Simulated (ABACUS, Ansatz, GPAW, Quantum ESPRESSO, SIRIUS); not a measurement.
# The bulk modulus of GaAs, sorted by core time

```cif
data_structure
_symmetry_space_group_name_H-M 'F-43m'
_symmetry_Int_Tables_number 216
_cell_length_a 5.6537
_cell_length_b 5.6537
_cell_length_c 5.6537
_cell_angle_alpha 90.000
_cell_angle_beta 90.000
_cell_angle_gamma 90.000
_cell_volume 180.72
loop_
_atom_site_label
_atom_site_type_symbol
_atom_site_symmetry_multiplicity
_atom_site_Wyckoff_symbol
_atom_site_fract_x
_atom_site_fract_y
_atom_site_fract_z
_atom_site_occupancy
As1 As 4 c 0.25000 0.25000 0.25000 1
Ga1 Ga 4 a 0.00000 0.00000 0.00000 1
```

```tsv
rung	level	program and potentials	cutoff (eV)	k mesh	smearing	core time	chip	bulk modulus (GPa)	notes
GGA	SOGGA	GPAW, PAW data sets generated for this functional	600	8 × 8 × 8	fermi-dirac 0.05	44 s	Intel Xeon Platinum 8559C Emerald Rapids	71.0	-
GGA	WC	GPAW, PAW data sets generated for this functional	600	8 × 8 × 8	fermi-dirac 0.05	50 s	AMD EPYC 7B13 Zen 3	70.5	-
GGA + dispersion	revPBE+D3(zero damping)	GPAW, the program's PAW data sets (release 1.2.1) made for this functional	600	8 × 8 × 8	fermi-dirac 0.05	54 s	Arm Neoverse V2	68.5	-
GGA + dispersion	RPBE+D4	GPAW, the program's PAW data sets (release 1.2.1) made for this functional	600	8 × 8 × 8	fermi-dirac 0.05	54 s	AMD EPYC 7B13 Zen 3	73.7	-
GGA + dispersion	RPBE+D3(zero damping)	GPAW, the program's PAW data sets (release 1.2.1) made for this functional	600	8 × 8 × 8	fermi-dirac 0.05	55 s	Intel Xeon Skylake/Cascade Lake	66.2	-
GGA + dispersion	PBEsol+D3(zero damping)	GPAW, PAW data sets generated for this functional	600	8 × 8 × 8	fermi-dirac 0.05	56 s	Arm Neoverse V2	74.1	-
non-local van der Waals functional	vdW-DF-cx	GPAW, GPAW PAW data sets (gpaw-data 1.2.1)	600	8 × 8 × 8	fermi-dirac 0.05	59 s	Arm Neoverse V2	67.1	potentials made for PBE
GGA	AM05	GPAW, PAW data sets generated for this functional	600	8 × 8 × 8	fermi-dirac 0.05	62 s	AMD EPYC 7R13 Zen 3	68.8	-
GGA + dispersion	revPBE+D4	GPAW, the program's PAW data sets (release 1.2.1) made for this functional	600	8 × 8 × 8	fermi-dirac 0.05	73 s	Arm Neoverse V1	73.6	-
GGA	PBEsol	ABACUS, PseudoDojo NC SR 0.4.1 PBE standard, plane waves	1143	6 × 6 × 6	fermi-dirac 0.05	76 s	Intel Xeon Platinum 8559C Emerald Rapids	68.3	potentials made for PBE; fit through 4 volumes
GGA + dispersion	PBEsol+D4	GPAW, PAW data sets generated for this functional	600	8 × 8 × 8	fermi-dirac 0.05	77 s	Arm Neoverse V1	75.2	-
GGA	PBE	Ansatz, all-electron LAPW, scalar-relativistic	-	8 × 8 × 8	fermi-dirac 0.05	3.4 min	AMD EPYC 7R43 Zen 3	60.4	-
GGA	PBEsol	Quantum ESPRESSO, PseudoDojo 0.4.1 SR PBEsol standard	1143	8 × 8 × 8	fermi-dirac 0.05	3.5 min	Arm Neoverse V2	68.9	-
GGA	PBE	SIRIUS, PseudoDojo 0.4.1 PBE standard (scalar relativistic)	1152	8 × 8 × 8	fermi-dirac 0.05	8.6 min	Arm Neoverse V1	60.5	-
non-local van der Waals functional	rev-vdW-DF2	Quantum ESPRESSO, PseudoDojo 0.4.1 SR PBE standard	1143	8 × 8 × 8	fermi-dirac 0.05	12 min	Arm Neoverse V1	62.5	potentials made for PBE
```

Times are single runs on shared hosts and different chips, so they are rough; meshes, cutoffs and the tasks' sizes weigh on the time. Task: equation of state. All rows: no spin polarisation. Smearing widths are in eV. The cell comes from a database and isn't always the measured one. Meshes differ between rows, which moves values too. Meshes are those of the run's cell of 2 atoms unless a note names another. Runs on faulty files, with rough fits or with known faults for this quantity aren't shown. No row holds spin-orbit coupling.

By rung: GGA 60.4 to 71.0; GGA + dispersion 66.2 to 75.2; non-local van der Waals functional 62.5 to 67.1 (GPa).
